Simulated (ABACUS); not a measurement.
# NaCl (Fm-3m) in ABACUS: further runs, part 2 of 2

ABACUS 3.10.1.

### 3 Single point, BP86

Contents of INPUT:

```
INPUT_PARAMETERS
suffix              NaCl
calculation         scf
basis_type          pw
pseudo_dir          ./
symmetry            1
dft_functional      GGA_X_B88+GGA_C_P86
ecutwfc             55
pseudo_rcut         10
nspin               1
nbands              18
ks_solver           dav
smearing_method     fd
smearing_sigma      0.00367493
scf_thr             1e-08
scf_nmax            100
mixing_type         broyden
mixing_beta         0.7
cal_force           1
cal_stress          1
ecutrho             440
out_chg             1
kpar                4
```

Contents of STRU:

```
ATOMIC_SPECIES
Cl 35.4500 cl_pbe_v1.4.uspp.F.UPF
Na 22.9898 na_pbe_v1.5.uspp.F.UPF

LATTICE_CONSTANT
7.4670677708

LATTICE_VECTORS
0.0000000000 0.7071067812 0.7071067812
0.7071067812 0.0000000000 0.7071067812
0.7071067812 0.7071067812 0.0000000000

ATOMIC_POSITIONS
Cartesian

Cl
0.0
1
0.7071067812 0.7071067812 0.7071067812 1 1 1

Na
0.0
1
0.0000000000 0.0000000000 0.0000000000 1 1 1
```

Contents of KPT:

```
K_POINTS
0
Gamma
6 6 6 0 0 0
```

Potentials or basis: SSSP 1.3 efficiency PBE, plane waves.

Launch:

```console
$ OMP_NUM_THREADS=1 mpirun -np 4 abacus > log
```

running log:

```text
ABACUS v3.10.1

               Atomic-orbital Based Ab-initio Computation at UStc

 ------------------------------------------------------------------------------------

 READING GENERAL INFORMATION
                           global_out_dir = OUT.NaCl/
                           global_in_card = INPUT
                               pseudo_dir = ./
                              orbital_dir =
                                    DSIZE = 4
                                    GSIZE = 1

 READING UNITCELL INFORMATION
                                    ntype = 2
                  lattice constant (Bohr) = 7.46707
              lattice constant (Angstrom) = 3.9514

 READING ATOM TYPE 1
                               atom label = Cl
                      L=0, number of zeta = 1
                      L=1, number of zeta = 1
                      L=2, number of zeta = 1
             number of atom for this type = 1

 READING ATOM TYPE 2
                               atom label = Na
                      L=0, number of zeta = 1
                      L=1, number of zeta = 1
                      L=2, number of zeta = 1
             number of atom for this type = 1

                        TOTAL ATOM NUMBER = 2
CARTESIAN COORDINATES ( UNIT =       7.467067770800 Bohr ).
    atom                   x                   y                   z     mag                  vx                  vy                  vz
tauc_Cl1            0.7071067812        0.7071067812        0.7071067812  0.0000        0.0000000000        0.0000000000        0.0000000000
tauc_Na1            0.0000000000        0.0000000000        0.0000000000  0.0000        0.0000000000        0.0000000000        0.0000000000

                          Volume (Bohr^3) = 294.398
                             Volume (A^3) = 43.6253

 Lattice vectors: (Cartesian coordinate: in unit of a_0)
                   +0           +0.707107           +0.707107
            +0.707107                  +0           +0.707107
            +0.707107           +0.707107                  +0
 Reciprocal vectors: (Cartesian coordinate: in unit of 2 pi/a_0)
            -0.707107           +0.707107           +0.707107
            +0.707107           -0.707107           +0.707107
            +0.707107           +0.707107           -0.707107
 The esolver type has been set to : ksdft_pw

                PAO radial cut off (Bohr) = 10
[... 219 lines left out ...]
                                 init_chg = atomic

 PW ALGORITHM --------------- ION=   1  ELEC=   1--------------------------------

 Notice: Threshold on eigenvalues was too large.
 hsover_error=0.16 > DRHO=0.0477519
 Origin diag ethr = 0.01
 New diag ethr = 0.000298449

 Density error is 0.047372692533
                          Error Threshold = 0.000298449319933
----------------------------------------------------------
     Energy           Rydberg                 eV
----------------------------------------------------------
 E_KohnSham     -129.0669485801      -1756.0459241626
 E_Harris       -129.0557923487      -1755.8941358470
 E_Fermi        0.1177707401         1.6023531228
----------------------------------------------------------
[... 63 lines left out ...]
 Density error is 1.52500887688e-10
                          Error Threshold = 1.97052449179e-10
----------------------------------------------------------
     Energy           Rydberg                 eV
----------------------------------------------------------
 E_KohnSham     -129.0783582963      -1756.2011613157
 E_KS(sigma->0) -129.0783582963      -1756.2011613157
 E_Harris       -129.0783233801      -1756.2006862559
 E_band         -17.2532316784       -234.7422597399
 E_one_elec     -80.6157997599       -1096.8342255623
 E_Hartree      45.0720547611        613.2367653188
 E_xc           -24.0898753183       -327.7595684389
 E_Ewald        -69.4447379791       -944.8441326334
 E_entropy(-TS) 0.0000000000         0.0000000000
 E_descf        0.0000000000         0.0000000000
 E_exx          0.0000000000         0.0000000000
 E_Fermi        0.2760440427         3.7557718800
----------------------------------------------------------

 charge density convergence is achieved
 final etot is -1756.2011613 eV
 EFERMI = 3.75577188 eV

 STATE ENERGY(eV) AND OCCUPATIONS    NSPIN == 1
 1/4 kpoint (Cartesian) = 0.0000 0.0000 0.0000 (2085 pws)
       1       -47.7753     0.00925926
       2       -19.6901     0.00925926
       3       -19.6901     0.00925926
       4       -19.6901     0.00925926
       5       -11.6154     0.00925926
       6        1.11146     0.00925926
[... 59 lines left out ...]
       6      -0.901751      0.0370370
[... 10 lines left out ...]
      17        18.5583        0.00000
      18        18.6338        0.00000

------------------------------------------------------------------------------------------
 TOTAL-FORCE (eV/Angstrom)
------------------------------------------------------------------------------------------
                       Cl1         0.0000000000         0.0000000000         0.0000000000
                       Na1         0.0000000000         0.0000000000         0.0000000000
------------------------------------------------------------------------------------------

----------------------------------------------------------------
 TOTAL-STRESS (KBAR)
----------------------------------------------------------------
        18.8196042150        -0.0000000000         0.0000000000
         0.0000000000        18.8196042150         0.0000000000
        -0.0000000000         0.0000000000        18.8196042150
----------------------------------------------------------------
 TOTAL-PRESSURE: 18.819604 KBAR

 --------------------------------------------
 !FINAL_ETOT_IS -1756.2011613157310421 eV
 --------------------------------------------
```

Run time: 30 s. Hardware: 4 MPI ranks of Intel Xeon Platinum 8375C at 2.90GHz (Ice Lake), shared host; peak memory 0.92 GiB.

What came out:

- Free energy: -1756.2012 eV
- Pressure: 1.9 GPa
- Band gap on the k mesh: 5.22 eV, direct

Levels at points of the mesh, in eV from the valence-band top:
```csv
k point,band 5,band 6,band 7,band 8,band 9,band 10,band 11,band 12
"(0.00, 0.00, 0.00)",-12.73,0.00,0.00,0.00,5.22,11.03,11.03,11.03
"(0.50, 0.50, 0.50)",-12.36,-2.01,-0.28,-0.28,7.30,10.89,10.95,10.95
"(0.50, 0.50, 0.00)",-12.31,-1.74,-0.63,-0.63,7.61,8.02,11.55,15.04
```

Caveat: the potentials were made for another functional, which shifts forces and pressure.
